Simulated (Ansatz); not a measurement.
# TiO2 (Rutile): properties at the relaxed cell

One table from this session's results is given with a row withheld; the runs are named, their logs left out.

Program: Ansatz 0.2.0. Level of theory: DFT PBE, scalar-relativistic, plane waves, PAW. These are calculated values, not measurements.

1 further run of the same task is left out (set aside as unsound or not needed).

**The system as given**

The structure is tetragonal, space group P4_2/mnm (No. 136). Conventional cell: a = 4.643 Å, b = 4.643 Å, c = 2.964 Å, α = 90.00°, β = 90.00°, γ = 90.00°. Around Ti (site symmetry mmm) lie 6 O at 1.96 to 2.00 Å. O (site symmetry m2m) is surrounded by 3 Ti at 1.96 to 2.00 Å.

As a file:

```cif
data_structure
_symmetry_space_group_name_H-M 'P 1'
_symmetry_Int_Tables_number 1
_cell_length_a 4.6433
_cell_length_b 4.6433
_cell_length_c 2.9639
_cell_angle_alpha 90.000
_cell_angle_beta 90.000
_cell_angle_gamma 90.000
_cell_volume 63.90
loop_
_atom_site_label
_atom_site_type_symbol
_atom_site_fract_x
_atom_site_fract_y
_atom_site_fract_z
_atom_site_occupancy
Ti1 Ti 0.00000 0.00000 0.00000 1
Ti2 Ti 0.50000 0.50000 0.50000 1
O1 O 0.30513 0.30513 0.00000 1
O2 O 0.19487 0.80513 0.50000 1
O3 O 0.69487 0.69487 0.00000 1
O4 O 0.80513 0.19487 0.50000 1
```

This cell was relaxed beforehand with the same method: volume 10.65 Å³/atom, gap on the mesh 1.86 eV.

Set-up of the first run:

input.yaml reads:

```yaml
crystal:
  lattice:
    - [4.5963700272, 0.0, 0.0]
    - [0.0, 4.5963700272, 0.0]
    - [0.0, 0.0, 2.9339417806]
  atoms:
    - { symbol: Ti, position: [0.0, 0.0, 0.0] }
    - { symbol: Ti, position: [0.5, 0.5, 0.5] }
    - { symbol: O, position: [0.3051282524, 0.3051282524, 0.0] }
    - { symbol: O, position: [0.1948717476, 0.8051282524, 0.5] }
    - { symbol: O, position: [0.6948717476, 0.6948717476, 0.0] }
    - { symbol: O, position: [0.8051282524, 0.1948717476, 0.5] }
basis:
  ecutwfc: 420
kpoints:
  mp_grid: { grid: [6, 6, 10] }
hamiltonian:
  xc: pbe
scf:
  occupations: { method: gaussian, width: 0.02 }
output:
  forces: true
  stress: true
  eigenvalues: true
relax:
  adjacent_minimum: "off"
  f_tol: 0.01
  max_steps: 30
  cell: { stress_tol: 0.1, fix: [volume] }
```

Launch:

```
ansatz run input.yaml --threads 1 --pin off --max-ram 2560MiB --backend cpu --events-out ev --progress --plain --runs-dir out
```

Steps of the session up to this table: Point at V/V0 = 0.97; Volume × 1.03; Volume × 0.94; Point at V/V0 = 1.06; The cell scaled to 0.91 of its volume; Volume × 1.10; Point at V/V0 = 0.88.

One of the session's tables, all rows but one given; the rest of the session is left out.

It belongs to the step «Equation of state». 

```
volume (Å³/atom)  energy above the lowest point (meV/atom)  pressure (GPa)  gap on the mesh (eV)
           9.372                                     126.0           35.72                  2.02
           9.692                                      66.4           24.35                  1.96
          10.011                                      27.7           14.77                  1.91
          10.331                                       6.5            6.71                  1.88
          10.650                                       0.0            0.01                  1.86
          10.970                                       5.6           -5.49                  1.86
          11.289                                         ?               ?                     ?
          11.715                                      53.5          -14.28                  1.94
```

Q: Estimate the row for volume (Å³/atom) = 11.289 from the others.

Worked estimate for «energy above the lowest point (meV/atom)». A straight line through the neighbours (10.970, 5.6) and (11.715, 53.5) gives 5.6 + (53.5 − 5.6) × (11.289 − 10.970) / (11.715 − 10.970) = 26.1; a parabola fitted to 3 rows on both sides gives 20.1.

As computed: energy above the lowest point (meV/atom): 21.2; pressure (GPa): -9.90; gap on the mesh (eV): 1.88. In «energy above the lowest point (meV/atom)» the line misses by +4.9 and the parabola by -1.1.

To keep in mind: The gap on the mesh goes from 2.02 eV at the smallest volume to 1.94 eV at the largest, through a dip to 1.86 eV between.
